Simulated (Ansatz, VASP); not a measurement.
## Rb in VASP and in Ansatz

The input INCAR:

```
ALGO = Normal
EDIFF = 1E-6
ENCUT = 520
GGA = PS
ISIF = 2
ISMEAR = -1
LASPH = T
LCHARG = F
LREAL = F
LWAVE = F
NBANDS = 10
NELM = 100
PREC = Accurate
SIGMA = 0.1
```

The input KPOINTS:

```
k-points
0
Gamma
  9 9 9
```

Contents of POSCAR:

```
Rb
1.0
    4.3582771298      0.0000000000      0.0000000000
    0.0000000000      4.3582771298      0.0000000000
    0.0000000000      0.0000000000      4.3582771298
Rb
1
Direct
    0.0000000000      0.0000000000      0.0000000000
```

Input for Ansatz:

```yaml
crystal:
  lattice:
    - [4.3582771298, 0.0, 0.0]
    - [0.0, 4.3582771298, 0.0]
    - [0.0, 0.0, 4.3582771298]
  atoms:
    - { symbol: Rb, position: [0.0, 0.0, 0.0] }
kpoints:
  mp_grid: { grid: [9, 9, 9] }
scf:
  occupations: { method: fermi_dirac, width: 0.1 }
hamiltonian:
  xc: pbesol
  pseudopotentials: { kind: paw }
output:
  forces: true
  stress: true
  eigenvalues: true
  populations: true
```

Change from the starting cell: volume scaled by 0.88, PAW files.

Alike in both runs: task single point; functional PBEsol; k mesh 9 × 9 × 9; occupations fermi-dirac, width 0.1 eV; no spin polarisation.

|  | VASP | Ansatz |
| --- | --- | --- |
| version | VASP 6.6.1 | Ansatz 0.2.0 |
| potentials or method | VASP PAW PBE potentials, release 64 (Rb_sv) | PAW with Ansatz's default frozen-core files, scalar-relativistic |
| plane-wave cutoff (eV) | 520 | 420 |
| valence electrons in the cell | 9 | 9 |

```tsv
	VASP	Ansatz	Ansatz less VASP
pressure (GPa)	0.4	0.4	0.00
```

Caveats: the PAW data sets were made with another functional, which shifts forces and pressure a little (VASP).
